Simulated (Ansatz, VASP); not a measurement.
# C: VASP beside Ansatz

INCAR

```
PREC = Accurate
ENCUT = 520
EDIFF = 1E-7
ISMEAR = 0
SIGMA = 0.05
LREAL = F
LASPH = T
NELM = 100
ALGO = Normal
ISIF = 2
LWAVE = F
LCHARG = F
GGA = PE
NBANDS = 11
```

KPOINTS

```
Automatic mesh
0
Gamma
  12 12 12
```

File POSCAR:

```
C
1.0
    0.0000000000      1.8303809705      1.7410940939
    1.8303809705      0.0000000000      1.7410940939
    1.8303809705      1.8303809705      0.0000000000
C
2
Direct
    0.5000000000      0.5000000000      0.5000000000
    0.7500000000      0.7500000000      0.7500000000
```

Input for Ansatz:

```yaml
crystal:
  lattice:
    - [0.0, 1.8303809705, 1.7410940939]
    - [1.8303809705, 0.0, 1.7410940939]
    - [1.8303809705, 1.8303809705, 0.0]
  atoms:
    - { symbol: C, position: [0.5, 0.5, 0.5] }
    - { symbol: C, position: [0.75, 0.75, 0.75] }
basis:
  ecutwfc: 420
kpoints:
  mp_grid: { grid: [12, 12, 12] }
hamiltonian:
  xc: pbe
scf:
  occupations: { method: gaussian, width: 0.05 }
output:
  forces: true
  stress: true
  eigenvalues: true
```

Change from the starting cell: strain +0.025 along x and y, -0.025 along z, atoms carried along.

Alike in both runs: task single point; functional PBE; k mesh 12 × 12 × 12; occupations gaussian, width 0.05 eV; no spin polarisation.

|  | VASP | Ansatz |
| --- | --- | --- |
| version | VASP 6.6.1 | Ansatz 0.2.0 |
| potentials or method | VASP PAW PBE potentials, release 64 (C) | scalar-relativistic, plane waves, PAW |
| plane-wave cutoff (eV) | 520 | 420 |
| valence electrons in the cell | 8 | 8 |

VASP gave:

| Quantity | Value |
| --- | --- |
| gap on the k mesh at the Fermi level (eV) | 2.87 |
| least direct gap on the mesh (eV) | 4.66 |
| pressure (GPa) | -9.3 |
| largest component of the traceless stress (GPa) | 28.52 |

Which values does Ansatz return?

gap on the k mesh at the Fermi level (eV): 2.88; least direct gap on the mesh (eV): 4.67; pressure (GPa): -9.9; largest component of the traceless stress (GPa): 28.54.

With one functional, cell and mesh, what is left measures potentials, basis and numerics.
